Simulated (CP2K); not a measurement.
Crystal: SrVO3.

```
CELL_PARAMETERS angstrom
3.84090 0.00000 0.00000
0.00000 3.84090 0.00000
0.00000 0.00000 3.84090
ATOMIC_POSITIONS crystal
Sr 0.50000 0.50000 0.50000
V 0.00000 0.00000 0.00000
O 0.00000 0.00000 0.50000
O 0.00000 0.50000 0.00000
O 0.50000 0.00000 0.00000
```

Base run:

```yaml
Program: CP2K 2026.2
Functional: PBE
Potentials_or_basis: POTENTIAL_UZH Sr GTH-PBE-q10, V GTH-PBE-q13, O GTH-PBE-q6; TZVP-MOLOPT-PBE-GTH basis
Density_cutoff: 8163 eV
k_mesh: 7 × 7 × 7
Occupations: fermi-dirac, width 0.05 eV
Spin: collinear spin, ferromagnetic start
Starting_moments: "[0.0, 2.0, 0.0, 0.0, 0.0] μB"
```

Its results: band gap on the k mesh none (metal or under the smearing width); pressure 4.3 GPa; net moment 0.00 μB per cell.

Question: The run is repeated on the same cell with these changes: functional from PBE to PBEsol; occupations from fermi-dirac, width 0.05 eV to fermi-dirac, width 0.1 eV. What comes out?

Answer: Band gap on the k mesh none (metal or under the smearing width); pressure -2.2 GPa; net moment 0.00 μB per cell.

Caveats: the basis of atomic orbitals isn't converged, which shifts pressures, moduli and gaps; semilocal functionals often make such compounds metallic where correlation or magnetic order opens a gap, which also shifts bond lengths; the potentials were made for another functional, which shifts forces and pressure (some runs).

Not every run made on this cell is shown here.
